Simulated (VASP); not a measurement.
# TePb (Fm-3m) in VASP: a series of runs

Runs on TePb. Level: r2SCAN. Tasks: single point.

All numbers are computed with VASP 6.6.1; they aren't measurements. Logs are shortened: lines on timing, memory, paths and dates and some standing lists are left out, and cuts for length are marked.

**What was measured.**

A printed reference work, monograph reports, for a bulk crystal of TePb at 4.2 K: band gap 0.19 eV (direct).

How close the calculation comes is told below.

## (1) The cell of the first run

Symmetry: Fm-3m, No. 225, cubic system. The conventional cell has a = 6.454 Å, b = 6.454 Å, c = 6.454 Å, α = 90.00°, β = 90.00°, γ = 90.00°. Within 4.2 Å of Te (site symmetry m-3m) lie 6 Pb at 3.23 Å. Pb (site symmetry m-3m) has 6 Te at 3.23 Å within 4.2 Å.

## (2) Single point, r2SCAN

Contents of POSCAR:

```
TePb
1.0
    0.0000000000      3.2270000000      3.2270000000
    3.2270000000      0.0000000000      3.2270000000
    3.2270000000      3.2270000000      0.0000000000
Te Pb
1 1
Direct
    0.5000000000      0.5000000000      0.5000000000
    0.0000000000      0.0000000000      0.0000000000
```

Contents of INCAR.step1:

```
PREC     = Accurate       # precision mode
ENCUT    = 520            # plane-wave cutoff, eV
ISMEAR   = 0              # smearing method
SIGMA    = 0.05           # smearing width, eV
LREAL    = False          # projectors in reciprocal space
LASPH    = True           # aspherical terms in the spheres
NELM     = 60             # most SCF steps
NBANDS   = 17             # bands
GGA      = PE             # functional
ALGO     = Normal         # electronic algorithm
EDIFF    = 1E-4           # SCF threshold, eV
LWAVE    = True           # write WAVECAR
LCHARG   = False          # write CHGCAR
```

Contents of INCAR.step2:

```
PREC     = Accurate       # precision mode
ENCUT    = 520            # plane-wave cutoff, eV
EDIFF    = 1E-6           # SCF threshold, eV
ISMEAR   = 0              # smearing method
SIGMA    = 0.05           # smearing width, eV
LREAL    = False          # projectors in reciprocal space
LASPH    = True           # aspherical terms in the spheres
NELM     = 60             # most SCF steps
ALGO     = Normal         # electronic algorithm
ISIF     = 2              # what is computed and relaxed
LWAVE    = False          # write WAVECAR
LCHARG   = False          # write CHGCAR
METAGGA  = R2SCAN         # meta-GGA
LMIXTAU  = True         
NBANDS   = 17             # bands
ISTART   = 1
```

Contents of KPOINTS:

```
regular mesh
0
Gamma
  8 8 8
```

Potentials or basis: VASP PAW PBE potentials, release 64 (Te, Pb_d).

Run with:

```sh
$ cat potpaw_PBE.64/Te/POTCAR potpaw_PBE.64/Pb_d/POTCAR > POTCAR
$ cp INCAR.step1 INCAR
$ mpirun -np 1 vasp_std > vasp.out
$ cp INCAR.step2 INCAR
$ mpirun -np 1 vasp_std > vasp.out
```

OUTCAR:

```text
PREC = Accurate
   ENCUT = 520
   EDIFF = 1E-6
   ISMEAR = 0
   LREAL = False
   LASPH = True
   NELM = 60
   ISIF = 2
   METAGGA = R2SCAN
   ISTART = 1

 ion  position               nearest neighbor table
   1  0.500  0.500  0.500-   2 3.23   2 3.23   2 3.23   2 3.23   2 3.23   2 3.23
   2  0.000  0.000  0.000-   1 3.23   1 3.23   1 3.23   1 3.23   1 3.23   1 3.23

  LATTYP: Found a face centered cubic cell.
 ALAT       =     6.4540000000

  Lattice vectors:

 A1 = (   0.0000000000,   3.2270000000,   3.2270000000)
 A2 = (   3.2270000000,   0.0000000000,   3.2270000000)
 A3 = (   3.2270000000,   3.2270000000,   0.0000000000)

Analysis of symmetry for initial positions (statically):
=====================================================================
 Subroutine PRICEL returns:
 Original cell was already a primitive cell.

 Routine SETGRP: Setting up the symmetry group for a
 face centered cubic supercell.

 Subroutine GETGRP returns: Found 48 space group operations
 (whereof 48 operations were pure point group operations)
 out of a pool of 48 trial point group operations.

The static configuration has the point symmetry O_h .

Analysis of symmetry for dynamics (positions and initial velocities):
=====================================================================
 Subroutine PRICEL returns:
 Original cell was already a primitive cell.

 Routine SETGRP: Setting up the symmetry group for a
 face centered cubic supercell.

 Subroutine GETGRP returns: Found 48 space group operations
 (whereof 48 operations were pure point group operations)
 out of a pool of 48 trial point group operations.

The dynamic configuration has the point symmetry O_h .

 Subroutine INISYM returns: Found 48 space group operations
 (whereof 48 operations are pure point group operations),
 and found     1 'primitive' translations

----------------------------------------------------------------------------------------

                                     Primitive cell

  volume of cell :      67.2089

  direct lattice vectors                    reciprocal lattice vectors
     0.000000000  3.227000000  3.227000000    -0.154942671  0.154942671  0.154942671
     3.227000000  0.000000000  3.227000000     0.154942671 -0.154942671  0.154942671
     3.227000000  3.227000000  0.000000000     0.154942671  0.154942671 -0.154942671

  length of vectors
     4.563667166  4.563667166  4.563667166     0.268368579  0.268368579  0.268368579

[... 74 lines left out ...]
   ISPIN  =      1    spin polarized calculation?
   LNONCOLLINEAR =      F non collinear calculations
   LSORBIT =      F    spin-orbit coupling
   LASPH  =      T    aspherical Exc in radial PAW
   ENCUT  =  520.0 eV  38.22 Ry    6.18 a.u.   8.49  8.49  8.49*2*pi/ulx,y,z
   NELM   =     60;   NELMIN=  2; NELMDL=  0     # of ELM steps
   EDIFF  = 0.1E-05   stopping-criterion for ELM
   LREAL  =      F    real-space projection
   EDIFFG = 0.1E-04   stopping-criterion for IOM
   NSW    =      0    number of steps for IOM
   IBRION =     -1    ionic relax: 0-MD 1-quasi-New 2-CG
   NFREE  =      0    steps in history (QN), initial steepest desc. (CG)
   ISIF   =      2    stress and relaxation
   ISYM   =      2    0-nonsym 1-usesym 2-fastsym
   POTIM  = 0.5000    time-step for ionic-motion
   TEBEG  =    0.0;   TEEND  =   0.0 temperature during run
   PSTRESS=    0.0 pullay stress
   NELECT =      20.0000    total number of electrons
   NUPDOWN=      -1.0000    fix difference up-down
   EMIN   =  10.00;   EMAX   =-10.00  energy-range for DOS
   EFERMI =   0.00;   METHOD = LEGACY
   ISMEAR =     0;   SIGMA  =   0.05  broadening in eV -4-tet -1-fermi 0-gaus
   EFERMI_NEDOS =   21; number of points for ismear=-14 and -15
   IALGO  =     38    algorithm
   IMIX   =      4    mixing-type and parameters
     AMIX     =   0.40;   BMIX     =  1.00
     AMIX_MAG =   1.60;   BMIX_MAG =  1.00
  volume/ion in A,a.u.               =      33.60       226.77
  Fermi-wavevector in a.u.,A,eV,Ry     =   1.092972  2.065418 16.253366  1.194589
  Thomas-Fermi vector in A             =   2.229249
   LORBIT       =      0    0 simple, 1 ext, 2 COOP (PROOUT), +10 PAW based schemes
   METAGGA = R2SCAN    functional components
   LHFCALC =     F    Hartree Fock is set to
   AEXX    =    0.0000 exact exchange contribution
   IVDW    =     0    specifies the selected vdW correction
   LEPSILON=     F    determine dielectric tensor
   LRPA    =     F    only Hartree local field effects (RPA)
 non-spin polarized calculation
 Gauss-broadening in eV      SIGMA  =   0.05
  energy-cutoff  :      520.00
  volume of cell :       67.21
 maximum number of plane-waves:      1837
 NGX is ok and might be reduce to    36
   NGX = 17   NGY = 17   NGZ = 17

 number of electron      20.0000002 magnetization

 Free energy of the ion-electron system (eV)
  ---------------------------------------------------
  ext. energy  EPLUGINS =         0.00000000
  ---------------------------------------------------
  free energy    TOTEN  =       -82.69235746 eV

  energy without entropy =      -82.69235746  energy(sigma->0) =      -82.69235746

 E-fermi :   5.8244     XC(G=0):  -9.8342

 val. band max:        5.5698036335   @ k =   0.5000   0.0000   0.0000
 cond. band min:       6.5819668645   @ k =   0.5000   0.0000   0.0000
 fundamental gap:      1.0121632310
 Fermi energy:         5.8244126644

 k-point     1 :       0.0000    0.0000    0.0000
  band No.  band energies     occupation
      1     -11.8188      2.00000
      2     -11.8188      2.00000
      3     -11.8064      2.00000
      4     -11.8064      2.00000
      5     -11.8064      2.00000
      6      -6.9891      2.00000
[... 457 lines left out ...]
      4     -11.7944      2.00000
      5     -11.7860      2.00000
      6      -5.2575      2.00000
[... 9 lines left out ...]
     16      15.8454      0.00000
     17      16.3341      0.00000

 [... further k-points ...]
[... 5 lines left out ...]
  --------------------------------------------------------------------------------------
  -------------------------------------------------------------------------------------
  Total        0.7172779      0.7172779      0.7172779     -0.0000000      0.0000000     -0.0000000
  in kB       17.0990162     17.0990162     17.0990162     -0.0000000      0.0000000     -0.0000000
  external PRESSURE =      17.0990162 kB  Pullay stress =       0.0000000 kB

 VOLUME and BASIS-vectors are now :
 -----------------------------------------------------------------------------
  energy-cutoff  :      520.00
  volume of cell :       67.21
      direct lattice vectors                 reciprocal lattice vectors
     0.000000000  3.227000000  3.227000000    -0.154942671  0.154942671  0.154942671
     3.227000000  0.000000000  3.227000000     0.154942671 -0.154942671  0.154942671
     3.227000000  3.227000000  0.000000000     0.154942671  0.154942671 -0.154942671

 POSITION                                       TOTAL-FORCE (eV/Angst)
 -----------------------------------------------------------------------------------
      3.22700      3.22700      3.22700        -0.000000      0.000000     -0.000000
      0.00000      0.00000      0.00000         0.000000     -0.000000      0.000000
 -----------------------------------------------------------------------------------
    total drift:                               -0.000000      0.000000      0.000000

  FREE ENERGIE OF THE ION-ELECTRON SYSTEM (eV)
  ---------------------------------------------------
  free  energy   TOTEN  =       -82.6923574560 eV

  energy  without entropy=      -82.6923574560  energy(sigma->0) =      -82.69235746
```

OUTCAR.step1:

```text
PREC = Accurate
   ENCUT = 520
   ISMEAR = 0
   LREAL = False
   LASPH = True
[... 702 lines left out ...]
      3.22700      3.22700      3.22700        -0.000000      0.000000      0.000000
      0.00000      0.00000      0.00000         0.000000     -0.000000     -0.000000
 -----------------------------------------------------------------------------------
    total drift:                               -0.000000      0.000000      0.000000

  FREE ENERGIE OF THE ION-ELECTRON SYSTEM (eV)
  ---------------------------------------------------
  free  energy   TOTEN  =        -7.4977676404 eV

  energy  without entropy=       -7.4977676404  energy(sigma->0) =       -7.49776764
```

It took 5.8 min on 1 thread of AMD EPYC 7R13, shared host; peak memory 0.2 GiB.

Results:

- Free energy: -82.6924 eV
- Pressure: 1.7 GPa
- Band gap on the k mesh: 1.01 eV, direct

Levels at points of the mesh, in eV from the valence-band top:
| k point | band 7 | band 8 | band 9 | band 10 | band 11 | band 12 | band 13 | band 14 |
| --- | --- | --- | --- | --- | --- | --- | --- | --- |
| (0.00, 0.00, 0.00) | -5.63 | -1.52 | -1.52 | -1.52 | 4.35 | 4.35 | 4.35 | 6.16 |
| (0.50, 0.00, 0.00) | -8.93 | -1.04 | -1.04 | 0.00 | 1.01 | 1.40 | 1.40 | 8.95 |
| (0.50, 0.50, 0.00) | -7.51 | -4.73 | -3.00 | -3.00 | 3.56 | 5.84 | 5.84 | 7.19 |

Caveat: the PAW data sets were made with another functional, which shifts forces and pressure a little; spin-orbit coupling is left out, which moves the levels of the heavy elements.

## (3) Single point, r2SCAN

POSCAR is that of step 2.

Contents of INCAR.step1:

```
SYSTEM = TePb
ALGO = Normal
EDIFF = 1E-4
ENCUT = 520
GGA = PE
ISMEAR = 0
LASPH = .True.
LCHARG = .False.
LREAL = .False.
LWAVE = .True.
NBANDS = 17
NELM = 100
PREC = Accurate
SIGMA = 0.05
```

Contents of INCAR.step2:

```
SYSTEM = TePb
ALGO = Normal
EDIFF = 1E-6
ENCUT = 520
ISIF = 2
ISMEAR = 0
ISTART = 1
LASPH = .True.
LCHARG = .True.
LELF = .True.
LMIXTAU = .True.
LREAL = .False.
LVHAR = .True.
LWAVE = .False.
METAGGA = R2SCAN
NBANDS = 17
NELM = 100
PREC = Accurate
SIGMA = 0.05
```

Contents of KPOINTS:

```
k-points
0
Gamma
  8 8 8
  0 0 0
```

Potentials or basis: VASP PAW PBE potentials, release 64 (Te, Pb_d).

Run with:

```sh
$ cat potpaw_PBE.64/Te/POTCAR potpaw_PBE.64/Pb_d/POTCAR > POTCAR
$ cp INCAR.step1 INCAR
$ mpirun -np 1 vasp_std > vasp.out
$ cp INCAR.step2 INCAR
$ mpirun -np 1 vasp_std > vasp.out
```

It took 5.5 min on 1 thread of AMD EPYC 7R13, shared host; peak memory 0.2 GiB.

The run converged. Its results:

```
Free energy            : -82.6924 eV
Pressure               : 1.7 GPa
Band gap on the k mesh : 1.01 eV, direct
```

Levels at points of the mesh, in eV from the valence-band top:
```tsv
k point	band 8	band 9	band 10	band 11	band 12	band 13
(0.00, 0.00, 0.00)	-1.52	-1.52	-1.52	4.35	4.35	4.35
(0.50, 0.00, 0.00)	-1.04	-1.04	0.00	1.01	1.40	1.40
(0.50, 0.50, 0.00)	-4.73	-3.00	-3.00	3.56	5.84	5.84
```

Caveat: the PAW data sets were made with another functional, which shifts forces and pressure a little; spin-orbit coupling is left out, which moves the levels of the heavy elements.

## (4) Comparison with measurements

Step 2. Measured gap of TePb: 0.19 eV (direct; 4.2 K; a printed reference work, monograph). This calculation gives 1.01 eV (+0.82 eV). Spin-orbit coupling on Pb, Te is left out. The value is that of r2SCAN on a finite k mesh, which can miss the band edges, without temperature or zero-point motion.

Step 3. Against the measured gap of TePb, 0.19 eV (direct; 4.2 K; a printed reference work, monograph), the calculated 1.01 eV is off by +0.82 eV. Spin-orbit coupling on Pb, Te is left out. The value is that of r2SCAN on a finite k mesh, which can miss the band edges, without temperature or zero-point motion.
